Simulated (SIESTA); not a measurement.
The system is NaCl.

```
CELL_PARAMETERS angstrom
0.00000 2.79406 2.79406
2.79406 0.00000 2.79406
2.79406 2.79406 0.00000
ATOMIC_POSITIONS crystal
Cl 0.50000 0.50000 0.50000
Na 0.00000 0.00000 0.00000
```

The cell is a database's computed one.

Base run:

* Program: SIESTA 5.4.2
* Functional: vdW-DF-cx
* Potentials or basis: PseudoDojo 0.4 standard (PBE files)
* Basis: DZP (energy shift 0.003 Ry; two zetas on semicore shells)
* Grid cutoff: 800 Ry
* Energy shift: 0.003 Ry
* k mesh: 8 × 8 × 8
* Occupations: fermi-dirac, width 0.05 eV
* Spin: no spin polarisation

Its results: band gap on the k mesh 5.40 eV, direct; pressure 1.2 GPa.

**Question.** After a change of settings the same cell gave: band gap on the k mesh 4.91 eV, direct; pressure -1.7 GPa. Which change was it?
A. functional from vdW-DF-cx to BLYP
B. functional from vdW-DF-cx to PBEsol; potentials or basis from PseudoDojo 0.4 standard (PBE files) to PseudoDojo 0.4 standard (PBEsol files)
C. functional from vdW-DF-cx to LDA; potentials or basis from PseudoDojo 0.4 standard (PBE files) to PseudoDojo 0.4 standard (LDA files)
D. functional from vdW-DF-cx to AM05; potentials or basis from PseudoDojo 0.4 standard (PBE files) to PseudoDojo 0.4 standard (PBEsol files)

**Answer.** C.

Caveats: the basis of atomic orbitals isn't converged, which shifts pressures, moduli and gaps; the potentials were made for another functional, which shifts forces and pressure (some runs).

Not every run made on this cell is shown here.
